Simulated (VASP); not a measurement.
Write the native input for VASP 6.6.1 that does the following.

```yaml
Task: single point
Functional: PBE
Potentials_or_basis: VASP PAW PBE potentials, release 64 (Mg, S)
Cutoff: 520 eV
k_mesh: 8 × 8 × 8
Occupations: fermi-dirac, width 0.02 eV
Spin: no spin polarisation
Dipole_correction: no
Further_INCAR_settings: ALGO = Fast; EDIFF = 1e-06; NBANDS = 11
```

The structure of MgS lies in POSCAR:

```
MgS
1.0
    0.0000000000      2.8815495344      2.8308768389
    2.8815495344      0.0000000000      2.8308768389
    2.8815495344      2.8815495344      0.0000000000
Mg S
1 1
Direct
    0.0000000000      0.0000000000      0.0000000000
    0.2500000000      0.2500000000      0.2500000000
```

The cell was built by a generator and needn't be a form met in nature.

The cell isn't the ideal one: biaxial_xy strain +1.8%.

One way to write it, as run:

INCAR

```
  PREC = Accurate
  ENCUT = 520
  EDIFF = 1E-6
  ISMEAR = -1
  SIGMA = 0.02
  LREAL = False
  LASPH = True
  NELM = 80
  ALGO = Fast
  ISIF = 2
  LWAVE = False
  LCHARG = False
  GGA = PE
  NBANDS = 11
```

KPOINTS

```
Automatic mesh
0
Gamma
  8 8 8
```

Potentials or basis: VASP PAW PBE potentials, release 64 (Mg, S).

Command:

```console
$ cat potpaw_PBE.64/Mg/POTCAR potpaw_PBE.64/S/POTCAR > POTCAR
$ mpirun -np 1 vasp_std > vasp.out
```

Results of the run:

The pressure is -1.0 GPa and the band gap on the k mesh is 3.25 eV, direct.

Run time: 30 s on 1 thread of Intel(R) Xeon(R) Platinum 8259CL CPU @ 2.50GHz (Skylake/Cascade Lake) (shared host), peak memory 0.18 GiB.
